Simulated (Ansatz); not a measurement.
# AlNi (rocksalt type): how the settings move a single-point run

Question: which choices in the input matter for AlNi (rocksalt type)?

Program: Ansatz 0.2.0. Level of theory: reference: DFT, PBEsol, all-electron LAPW, scalar-relativistic. These are calculated values, not measurements.

## Step 1: The structure to begin with

It takes space group Fm-3m (No. 225, cubic). The conventional cell has a = 4.303 Å, b = 4.303 Å, c = 4.303 Å, α = 90.00°, β = 90.00°, γ = 90.00°. Around Ni (site symmetry m-3m) lie 6 Al at 2.15 Å. Al (site symmetry m-3m) is surrounded by 6 Ni at 2.15 Å.

As a file:

```
CELL_PARAMETERS angstrom
0.00000 2.15174 2.15174
2.15174 0.00000 2.15174
2.15174 2.15174 0.00000
ATOMIC_POSITIONS crystal
Ni 0.00000 0.00000 0.00000
Al 0.50000 0.50000 0.50000
```

## Step 2: Baseline

Contents of input.yaml:

```yaml
crystal:
  lattice:
    - [0.0, 2.1517374306, 2.1517374306]
    - [2.1517374306, 0.0, 2.1517374306]
    - [2.1517374306, 2.1517374306, 0.0]
  atoms:
    - { symbol: Ni, position: [0.0, 0.0, 0.0] }
    - { symbol: Al, position: [0.5, 0.5, 0.5] }
kpoints:
  mp_grid: { grid: [14, 14, 14] }
scf:
  occupations: { method: fermi_dirac, width: 0.08 }
hamiltonian:
  xc: pbesol
  pseudopotentials: { kind: all_electron, lapw: { basis_error: 0.001 } }
output:
  forces: true
  stress: true
  eigenvalues: true
  populations: true
```

Command:

```bash
> ansatz run input.yaml --threads 1 --pin off --max-ram 2048MiB --backend cpu --events-out ev --progress --plain --runs-dir out
```

## Step 3: Variant: occupations.method tetrahedron_uncorrected, xc revpbe, width left out

input.yaml: that of step 2 with these lines changed.

```diff
@@ -11,5 +11,5 @@
 scf:
-  occupations: { method: fermi_dirac, width: 0.08 }
+  occupations: { method: tetrahedron_uncorrected }
 hamiltonian:
-  xc: pbesol
+  xc: revpbe
   pseudopotentials: { kind: all_electron, lapw: { basis_error: 0.001 } }
```

Q: Predict the outcome of this session. Wanted: for each run, ending; energy change; pressure; gap; force.

**Answer**, as computed:

| run | ending | energy change | pressure (GPa) | gap (eV) | force (eV/Å) | cycles | time |
| --- | --- | --- | --- | --- | --- | --- | --- |
| reference | converged | - | 78.8 | 0.00 | 0.00 | 9 | 7.6 s |
| 1: occupations.method tetrahedron_uncorrected, xc revpbe, width left out | converged | not comparable | 90.4 | 0.00 | 0.00 | 9 | 7.2 s |

Residual by cycle in the longest SCF loop of each run; runs are numbered as in the table. The quantity is the density residual dr2, in eV.

| cycle | reference | run 1 |
| --- | --- | --- |
| 1 | 0.711 | 0.713 |
| 2 | 0.146 | 0.173 |
| 3 | 0.0168 | 0.0146 |
| 4 | 0.01 | 0.0127 |
| 5 | 3.1e-4 | 1.8e-4 |
| 6 | 7.0e-7 | 1.3e-6 |
| 7 | 1.1e-7 | 1.6e-7 |
| 8 | 2.2e-8 | 2.9e-8 |
| 9 | 4.2e-10 | 4.1e-10 |

Total energies don't compare across a change of functional; the pressure goes from 78.8 to 90.4 GPa. The smearing changed too. The structure is not at rest: the sound run finds 79 GPa, so these are no properties of the relaxed crystal. 
